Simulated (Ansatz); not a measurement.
Given:

BaSnO₃:
Space group Pm-3m (No. 221); a = b = c = 4.1313 Å, α = β = γ = 90.00°

```tsv
atom	site	symmetry	x	y	z
Ba	1a	m-3m	0.0000	0.0000	0.0000
Sn	1b	m-3m	0.5000	0.5000	0.5000
O	3c	4/mm.m	0.0000	0.5000	0.5000
```

This is the r²SCAN-relaxed structure.

Q: All from plane-wave PAW r²SCAN (Ansatz code), unless another level is named. Give the formation energy from the elements (no fitted shifts).

A: -2438 meV/atom.

Q: Next, the band gap?

A: 1.56 eV (indirect).

Q: And the smallest direct gap on the standard path?

A: 2.04 eV.

Q: Predict the electron effective mass.

A: 0.19 mₑ (isotropic).

Q: Predict the conduction-band minimum.

A: at Γ.

Q: Predict the weight of the valence-edge state by species (Voronoi cells).

A: O 98 %.

Symmetry was held in the r²SCAN relaxation; phonons on a q-mesh show no instability. The references are the lowest solids computed at this level, not always the standard phases (solids in place of the gases). Scalar-relativistic: spin–orbit coupling is off unless named, which matters more the heavier the elements.

Potentials: the later of the program's two PAW sets.
